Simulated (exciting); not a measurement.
MgTe:

```
CELL_PARAMETERS angstrom
0.00000 3.23200 3.23200
3.23200 0.00000 3.23200
3.23200 3.23200 0.00000
ATOMIC_POSITIONS crystal
Te 0.25000 0.25000 0.25000
Mg 0.00000 0.00000 0.00000
```

The cell comes from a database or a generator and needn't be the stable form of this composition.

Base run:

* Program: exciting (release sodium)
* Functional: PBE
* Potentials or basis: all-electron LAPW+lo, shipped species files, valence relativity iora*
* rgkmax: 7.8
* k mesh: 7 × 7 × 7
* Occupations: gaussian, width 0.05 eV
* Spin: no spin polarisation

Its results: band gap on the k mesh 2.42 eV, direct.

Task: The run is repeated on the same cell with these changes: functional from PBE to PBEsol; occupations from gaussian, width 0.05 eV to gaussian, width 0.02 eV. What comes out?

Result: Band gap on the k mesh 2.30 eV, direct.

Caveats: spin-orbit coupling is left out, which moves the levels of the heavy elements.

